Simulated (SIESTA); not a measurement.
Ge:

```
Ge
1.0
     3.99759    0.00000    0.00000
    -1.99879    3.46201    0.00000
     0.00000    0.00000    6.59938
Ge
4
Direct
  0.33333 0.66667 0.93710
  0.66667 0.33333 0.43710
  0.33333 0.66667 0.56290
  0.66667 0.33333 0.06290
```

This isn't the form of Ge at room conditions, which is diamond.

Base run:

* Program: SIESTA 5.4.2
* Functional: LDA
* Potentials or basis: PseudoDojo 0.4 standard (LDA files)
* Basis: DZP (energy shift 0.003 Ry; two zetas on semicore shells)
* Grid cutoff: 800 Ry
* Energy shift: 0.003 Ry
* k mesh: 8 × 8 × 4
* Occupations: fermi-dirac, width 0.05 eV
* Spin: no spin polarisation

Its results: pressure -0.9 GPa; largest force 0.022 eV/Å.

The run is repeated on the same cell with these changes: functional from LDA to PBEsol; potentials or basis from PseudoDojo 0.4 standard (LDA files) to PseudoDojo 0.4 standard (PBEsol files). What comes out?

Pressure 1.3 GPa; largest force 0.029 eV/Å.

Caveats: the basis of atomic orbitals isn't converged, which shifts pressures, moduli and gaps.
